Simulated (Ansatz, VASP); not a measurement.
# BiTe in VASP and in Ansatz

```
Bi Te
1.0
     0.00000    3.23500    3.23500
     3.23500    0.00000    3.23500
     3.23500    3.23500    0.00000
Bi Te
1 1
Cartesian
  0.0000 0.0000 0.0000
  3.2350 3.2350 3.2350
```

Alike in both runs: task single point; functional HSE(alpha, omega); k mesh 4 × 4 × 4; occupations fermi-dirac, width 0.05 eV; no spin polarisation.

|  | VASP | Ansatz |
| --- | --- | --- |
| version | VASP 6.6.1 | Ansatz 0.2.0 |
| potentials or method | VASP PAW PBE potentials, release 64 (Bi_d, Te) | Ansatz PAW |
| plane-wave cutoff (eV) | 520 | 420 |
| valence electrons in the cell | 21 | 31 |

Ansatz gave:

| Quantity | Value |
| --- | --- |
| gap on the k mesh at the Fermi level (eV) | none |
| pressure (GPa) | -1.0 |

What did VASP give for the same quantities?

gap on the k mesh at the Fermi level (eV): none; pressure (GPa): -1.1.

A gap of «none» marks a metal or a gap that the smearing closes. With one functional, cell and mesh, what is left measures potentials, basis and numerics. The two sets of potentials don't hold the same shells in valence.

Caveats: the k mesh is coarse (spacing up to 0.42 Å⁻¹), so the values aren't converged, least of all with exact exchange; spin-orbit coupling is left out, which moves the levels of the heavy elements; the PAW data sets were made with another functional, which shifts forces and pressure a little (VASP); the PAW data sets come from PBE, with cores solved anew for the run's functional, which leaves a small shift of forces and pressure (Ansatz); the thresholds are loose for stress (Ansatz).
